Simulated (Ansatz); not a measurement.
**Li: changing the functional**

```xyz
1
Lattice="-1.7547 1.7547 1.7547 1.7547 -1.7547 1.7547 1.7547 1.7547 -1.7547" Properties=species:S:1:pos:R:3 pbc="T T T"
Li    0.0000    0.0000    0.0000
```

Kept alike: task band structure; k mesh 11 × 11 × 11; occupations fermi-dirac, width 0.05 eV; no spin polarisation. Program: Ansatz, all-electron LAPW, scalar-relativistic. The mesh is that of the run's cell of 1 atom. No spin-orbit coupling.

| functional | pressure (GPa) |
| --- | --- |
| LDA | -1.56 |
| PBE | -0.81 |
| PBEsol | -0.81 |

Pressure is positive in compression. For a metal such a mesh leaves the last digits unconverged.

**Question.** What does the functional change here?

**Answer.** The pressure runs from -1.56 (LDA) to -0.81 GPa (PBE; PBEsol). From PBE: LDA -0.75; PBEsol +0.00. A positive pressure means that the functional's own cell is larger than the one given, a negative one that it is smaller.
